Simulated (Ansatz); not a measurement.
The system is I.

```
I
1.0
     3.63503   -2.39502    0.00000
     3.63503    2.39502    0.00000
     0.00000    0.00000    9.79344
I
4
Direct
  0.64930 0.35070 0.38440
  0.14930 0.85070 0.11560
  0.35070 0.64930 0.61560
  0.85070 0.14930 0.88440
```

Base run:

| Item | Value |
| --- | --- |
| Program | Ansatz 0.2.0 |
| Functional | LDA |
| Potentials or basis | all-electron LAPW, scalar-relativistic |
| Cutoff | 253 eV |
| Density cutoff | 1012 eV |
| Basis error allowed | 0.002 eV/atom |
| k mesh | 7 × 7 × 3 |
| Occupations | fermi-dirac, width 0.05 eV |
| Spin | no spin polarisation |

Its results: band gap on the k mesh 1.24 eV, indirect (least direct gap 1.32 eV); pressure -0.9 GPa; largest force 0.724 eV/Å.

Question: The run is repeated on the same cell with these changes: functional from LDA to PBEsol. What comes out?

Answer: Band gap on the k mesh 1.29 eV, indirect (least direct gap 1.38 eV); pressure 0.1 GPa; largest force 0.759 eV/Å.

PBEsol binds less tightly than LDA, so the same cell stands under more pressure.

Caveats: spin-orbit coupling is left out, which moves the levels of the heavy elements.

Not every run made on this cell is shown here.
